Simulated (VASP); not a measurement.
# Vibrations of SiO2 (Quartz) at several levels of theory

How much do the zone-centre frequencies of SiO2 (Quartz) depend on the functional? The starting structure is a measured crystal structure from the Crystallography Open Database.

Main program and level: VASP 6.6.1; Kohn-Sham DFT with plane waves and PAW; LDA, PBEsol, PBE, PBEsol + D3(BJ) and r2SCAN.

### Step 1. Starting point

Symmetry: P3_221, No. 154, trigonal system. Conventional cell: a = 4.921 Å, b = 4.921 Å, c = 5.409 Å, α = 90.00°, β = 90.00°, γ = 120.00°. Nearest to Si lie 4 O at 1.61 Å. O has 2 Si at 1.61 Å nearest. Farther neighbours and most contacts between anions are not listed.

Coordinates:

```
Si O
1.0
     4.92090    0.00000    0.00000
    -2.46045    4.26162    0.00000
     0.00000    0.00000    5.40910
Si O
3 6
Direct
  0.52910 0.52910 0.00000
  0.00000 0.47090 0.33333
  0.47090 0.00000 0.66667
  0.14840 0.73460 0.54607
  0.85160 0.58620 0.12060
  0.58620 0.85160 0.87940
  0.73460 0.14840 0.45393
  0.26540 0.41380 0.21273
  0.41380 0.26540 0.78727
```

### Step 2. Modes with LDA

LDA, the lowest rung, knows the local density alone. The cell comes from a relaxation at this level, not shown (110.57 Å³).

INCAR

```
SYSTEM = SiO2
PREC = Accurate
ENCUT = 520
EDIFF = 1E-08
NELM = 100
ISMEAR = 0
SIGMA = 0.03
LREAL = .FALSE.
ALGO = Normal
GGA = CA
NBANDS = 33
LORBIT = 11
LWAVE = .FALSE.
LCHARG = .FALSE.
KPAR = 16
IBRION = 6
NFREE = 2
POTIM = 0.015
NSW = 1
ISIF = 2
```

POSCAR

```
SiO2
1.0
    4.8736383992      0.0000000000      0.0000000000
   -2.4368191996      4.2206946626      0.0000000000
    0.0000000000      0.0000000000      5.3751250363
Si O
3 6
Direct
    0.5352916155      0.5352916155      0.0000000000
    0.0000000000      0.4647083845      0.3333333333
    0.4647083845      0.0000000000      0.6666666667
    0.1355646674      0.7239852289      0.5541618846
    0.8644353326      0.5884205616      0.1125047820
    0.5884205616      0.8644353326      0.8874952180
    0.7239852289      0.1355646674      0.4458381154
    0.2760147711      0.4115794384      0.2208285513
    0.4115794384      0.2760147711      0.7791714487
```

KPOINTS

```
Automatic mesh
0
Gamma
6 6 4
0 0 0
```

PAW data sets: Si and O (LDA family, release 64).

Run with:

```bash
$ mpirun -np 16 vasp_std
```

Output:

```text
[banner, memory and clock lines left out]
running   16 mpi-ranks, on    1 nodes
 distrk:  each k-point on    1 cores,   16 groups
 distr:  one band on    1 cores,    1 groups

 POSCAR found type information on POSCAR SiO
 POSCAR found :  2 types and       9 ions
|                                                                             |
|           W    W    AA    RRRRR   N    N  II  N    N   GGGG   !!!           |
|           W    W   A  A   R    R  NN   N  II  NN   N  G    G  !!!           |
|           W    W  A    A  R    R  N N  N  II  N N  N  G       !!!           |
|           W WW W  AAAAAA  RRRRR   N  N N  II  N  N N  G  GGG   !            |
|           WW  WW  A    A  R   R   N   NN  II  N   NN  G    G                |
|           W    W  A    A  R    R  N    N  II  N    N   GGGG   !!!           |
|                                                                             |
|     For optimal performance we recommend to set                             |
|       NCORE = 2 up to number-of-cores-per-socket                            |
|     NCORE specifies how many cores store one orbital (NPAR=cpu/NCORE).      |
|     This setting can greatly improve the performance of VASP for DFT.       |
|     The default, NCORE=1 might be grossly inefficient on modern             |
|     multi-core architectures or massively parallel machines. Do your        |
|     Unfortunately you need to use the default for GW and RPA                |
|     calculations (for HF NCORE is supported but not extensively tested      |
|     yet).                                                                   |
|                                                                             |

 LDA part: xc-table for (Slater(with rela. corr.)+CA(PZ))
 , standard interpolation
 POSCAR, INCAR and KPOINTS ok, starting setup
 FFT: planning ... GRIDC
 FFT: planning ... GRID_SOFT
 FFT: planning ... GRID
 WAVECAR not read
 entering main loop
       N       E                     dE             d eps       ncg     rms          rms(c)
DAV:   1     0.267537346365E+03    0.26754E+03   -0.25357E+04  1584   0.135E+03
DAV:   2    -0.702377629229E+02   -0.33778E+03   -0.32783E+03  2030   0.310E+02
DAV:   3    -0.875482035414E+02   -0.17310E+02   -0.17249E+02  2014   0.742E+01
DAV:   4    -0.877351095563E+02   -0.18691E+00   -0.18673E+00  1984   0.872E+00
DAV:   5    -0.877380029734E+02   -0.28934E-02   -0.28920E-02  2008   0.106E+00    0.259E+01
DAV:   6    -0.781509067827E+02    0.95871E+01   -0.36650E+01  1889   0.322E+01    0.129E+01
DAV:   7    -0.780059501324E+02    0.14496E+00   -0.10130E+00  1952   0.501E+00    0.453E+00
DAV:   8    -0.779220535888E+02    0.83897E-01   -0.53811E-02  1967   0.167E+00    0.167E+00
DAV:   9    -0.779087944344E+02    0.13259E-01   -0.16821E-02  1967   0.935E-01    0.266E-01
DAV:  10    -0.779091429789E+02   -0.34854E-03   -0.19087E-03  1944   0.248E-01    0.946E-02
DAV:  11    -0.779090779224E+02    0.65057E-04   -0.52653E-04  1991   0.136E-01    0.216E-02
DAV:  12    -0.779090772940E+02    0.62840E-06   -0.12855E-05  1952   0.217E-02    0.637E-03
DAV:  13    -0.779090773669E+02   -0.72962E-07   -0.23388E-06  2000   0.852E-03    0.171E-03
DAV:  14    -0.779090774155E+02   -0.48545E-07   -0.68601E-08  1936   0.158E-03    0.814E-04
DAV:  15    -0.779090774208E+02   -0.53142E-08   -0.22853E-08  1528   0.803E-04
   1 F= -.77909077E+02 E0= -.77909077E+02  d E =-.108599E-17
[... from here on, the cycles between the ionic steps are left out ...]
   2 F= -.77903853E+02 E0= -.77903853E+02  d E =-.409121E-18
   3 F= -.77904002E+02 E0= -.77904002E+02  d E =-.131316E-16
   4 F= -.77903633E+02 E0= -.77903633E+02  d E =-.956484E-18
   5 F= -.77903633E+02 E0= -.77903633E+02  d E =-.339360E-16
   6 F= -.77907354E+02 E0= -.77907354E+02  d E =-.115570E-19
   7 F= -.77907421E+02 E0= -.77907421E+02  d E =-.115641E-15
   8 F= -.77905245E+02 E0= -.77905245E+02  d E =-.116221E-18
   9 F= -.77905246E+02 E0= -.77905246E+02  d E =-.114542E-16
  10 F= -.77906233E+02 E0= -.77906233E+02  d E =-.440327E-18
 Finite differences progress:
  Degree of freedom:   5/  5
  Displacement:        1/  2
  Total:               9/ 10
 bond charge predicted
       N       E                     dE             d eps       ncg     rms          rms(c)
DAV:   1    -0.779075738313E+02   -0.13408E-02   -0.33258E+00  5016   0.110E+01    0.609E-01
DAV:   2    -0.779075291551E+02    0.44676E-04   -0.38361E-02  6384   0.125E+00    0.199E-01
DAV:   3    -0.779062527015E+02    0.12765E-02   -0.27354E-03  6384   0.415E-01    0.735E-02
DAV:   4    -0.779061885716E+02    0.64130E-04   -0.82925E-04  6384   0.177E-01    0.520E-02
DAV:   5    -0.779061868319E+02    0.17397E-05   -0.48539E-05  6328   0.439E-02    0.301E-02
DAV:   6    -0.779061856637E+02    0.11683E-05   -0.38875E-06  6384   0.196E-02    0.913E-03
DAV:   7    -0.779061849812E+02    0.68250E-06   -0.15734E-06  6232   0.115E-02    0.195E-03
DAV:   8    -0.779061850159E+02   -0.34746E-07   -0.84698E-07  6360   0.611E-03    0.146E-03
DAV:   9    -0.779061850081E+02    0.77944E-08   -0.51127E-08  6272   0.219E-03
  11 F= -.77906185E+02 E0= -.77906185E+02  d E =-.257382E-17
 Finite differences progress:
  Degree of freedom:   5/  5
  Displacement:        2/  2
  Total:              10/ 10
```

Run time: 2.2 min. Hardware: 16 MPI ranks of Intel Xeon 6975P-C (Granite Rapids), shared host; peak memory 7.5 GiB; 28 min of CPU time.

The logs omit lines about the potential files and the build; timing stands in the text.

(Part 1 of 4 ends here.)

[Lines on the potential files, build, host, timing and source positions are cut from VASP's logs without a mark.]

[Logs are printed without paths, hosts, clocks, repeated set-up lines and the standing remarks that a program may print on its own settings, such as how far it seeks lower states.]

[Hosts, paths, dates, database ids (printed as entryN), source tags and the programs' standing remarks are cut or masked in the printed files.]
